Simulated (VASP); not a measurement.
Here is a VASP 6.6.1 calculation.

INCAR

```
SYSTEM = NbC
PREC = Accurate ; ENCUT = 520
EDIFF = 1E-7 ; ISMEAR = 1
SIGMA = 0.2 ; LREAL = .FALSE.
LASPH = .TRUE. ; NELM = 80
ALGO = Normal ; ISIF = 3
LWAVE = .FALSE. ; LCHARG = .FALSE.
GGA = PE ; IBRION = 2
NSW = 80 ; EDIFFG = -0.002
```

The input KPOINTS:

```
Automatic mesh
0
G
  16 16 16
  0 0 0
```

Contents of POSCAR:

```
NbC                                     
1.0
   -0.0000000000      2.2413805073      2.2413805073
    2.2413805073      0.0000000000      2.2413805073
    2.2413805073      2.2413805073     -0.0000000000
  Nb              C             
     1     1
Direct
     0.0000000000000000    0.0000000000000000    0.0000000000000000
     0.5000000000000000    0.5000000000000000    0.5000000000000000
```

Potentials or basis: VASP PAW PBE potentials, release 64 (Nb_sv, C).

Launch:

```console
$ cat potpaw_PBE.64/Nb_sv/POTCAR potpaw_PBE.64/C/POTCAR > POTCAR
$ mpirun -np 1 vasp_std > vasp.out
```

Problem. What does it give for the band gap on the k mesh?

Solution. None (metal or under the smearing width).

Final structure:
```
Nb C
1.0
     0.00000    2.24138    2.24138
     2.24138    0.00000    2.24138
     2.24138    2.24138    0.00000
Nb C
1 1
Direct
  0.00000 0.00000 0.00000
  0.50000 0.50000 0.50000
```

Caveat: the relaxation stopped at its first step, so nothing moved.
